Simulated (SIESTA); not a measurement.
The system is C.

```
C
1.0
     0.00000    1.78337    1.78337
     1.78337    0.00000    1.78337
     1.78337    1.78337    0.00000
C
2
Direct
  0.75000 0.75000 0.75000
  0.50000 0.50000 0.50000
```

This isn't the form of C at room conditions, which is graphite.

Program: SIESTA 5.4.2. Alike in all runs: task band structure; no spin polarisation; cell as given; k mesh 13 × 13 × 13; smearing fermi-dirac 0.05 eV; grid cutoff 500 Ry; energy shift 0.003 Ry.

Q: Order these runs on this cell by their pressure, lowest first.
A. level VV10; potentials or basis PseudoDojo 0.4 standard (PBE files), DZP (energy shift 0.003 Ry)
B. level PBE; potentials or basis PseudoDojo 0.4 standard (PBE files), DZP (energy shift 0.003 Ry)
C. level PBEsol; potentials or basis PseudoDojo 0.4 standard (PBEsol files), DZP (energy shift 0.003 Ry)
D. level RPBE; potentials or basis PseudoDojo 0.4 standard (PBE files), DZP (energy shift 0.003 Ry)
E. level optB88-vdW; potentials or basis PseudoDojo 0.4 standard (PBE files), DZP (energy shift 0.003 Ry)

A: C (5.1 GPa), B (10.3 GPa), D (12.5 GPa), E (14.9 GPa), A (18.9 GPa).

Caveats: the basis of atomic orbitals isn't converged, which shifts pressures, moduli and gaps; the potentials were made for another functional, which shifts forces and pressure (some runs); the non-local part is tabulated coarsely and may be off by about a percent (some runs).
